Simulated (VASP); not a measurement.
The system is SnSe.

```
CELL_PARAMETERS angstrom
0.00000 3.01043 3.01043
3.01043 0.00000 3.01043
3.01043 3.01043 0.00000
ATOMIC_POSITIONS crystal
Sn 0.00000 0.00000 0.00000
Se 0.50000 0.50000 0.50000
```

Measurements of this composition are mostly on another form, of space group No. 62.

```yaml
Program: VASP 6.6.1
Task: relaxation of cell and atoms
Functional: PBEsol
Potentials_or_basis: VASP PAW PBE potentials, release 64 (Sn_d, Se)
Cutoff: 600 eV
k_mesh: 4 × 4 × 4
Occupations: gaussian, width 0.1 eV
Spin: no spin polarisation
```

At the start: pressure -3.3 GPa; volume 27.28 Å³/atom.

**Question.** Where does the relaxation end?

**Answer.** Over 3 steps the energy falls by 18.2 meV/atom and the volume is 25.60 Å³/atom (-6.2 %); space group Fm-3m (No. 225, to 0.05 Å).

The path:
| step | energy change (eV) | largest force (eV/Å) | pressure (GPa) | volume (Å³) |
| --- | --- | --- | --- | --- |
| 1 | 0.0000 | 0.0000 | -3.28 | 54.57 |
| 2 | -0.0333 | 0.0000 | 1.12 | 50.28 |
| 3 | -0.0364 | 0.0000 | 0.00 | 51.19 |

Final structure:
```cif
data_structure
_symmetry_space_group_name_H-M 'P 1'
_symmetry_Int_Tables_number 1
_cell_length_a 4.1679
_cell_length_b 4.1679
_cell_length_c 4.1679
_cell_angle_alpha 60.000
_cell_angle_beta 60.000
_cell_angle_gamma 60.000
_cell_volume 51.19
loop_
_atom_site_label
_atom_site_type_symbol
_atom_site_fract_x
_atom_site_fract_y
_atom_site_fract_z
_atom_site_occupancy
Sn1 Sn 0.00000 0.00000 0.00000 1
Se1 Se 0.50000 0.50000 0.50000 1
```

Caveat: the k mesh is coarse (spacing up to 0.45 Å⁻¹), so the values aren't converged; the PAW data sets were made with another functional, which shifts forces and pressure a little.
